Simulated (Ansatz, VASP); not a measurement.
One calculation of Sn, two programs

```
Sn
1.0
    -1.89465    1.89465    1.75255
     1.89465   -1.89465    1.75255
     1.89465    1.89465   -1.75255
Sn
1
Cartesian
  0.0000 0.0000 0.0000
```

Change from the starting cell: strain -0.0750 x Voigt [0, 0, 1, 0, 0, 0], atoms carried along.

Alike in both runs: task single point; functional LDA; k mesh 18 × 18 × 18; occupations gaussian, width 0.15 eV; no spin polarisation.

```csv
,VASP,Ansatz
version,VASP 6.6.1,Ansatz 0.2.0
potentials or method,"VASP PAW LDA potentials, release 64 (Sn_d)","scalar-relativistic, plane waves, PAW"
plane-wave cutoff (eV),520,420
valence electrons in the cell,14,14
```

VASP gave:

| Property | Result |
| --- | --- |
| gap on the k mesh at the Fermi level (eV) | none |
| pressure (GPa) | 0.9 |
| largest component of the traceless stress (GPa) | 0.46 |

Q: Estimate Ansatz's values.

A: gap on the k mesh at the Fermi level (eV): none; pressure (GPa): 0.9; largest component of the traceless stress (GPa): 0.47.

A gap of «none» marks a metal or a gap that the smearing closes.
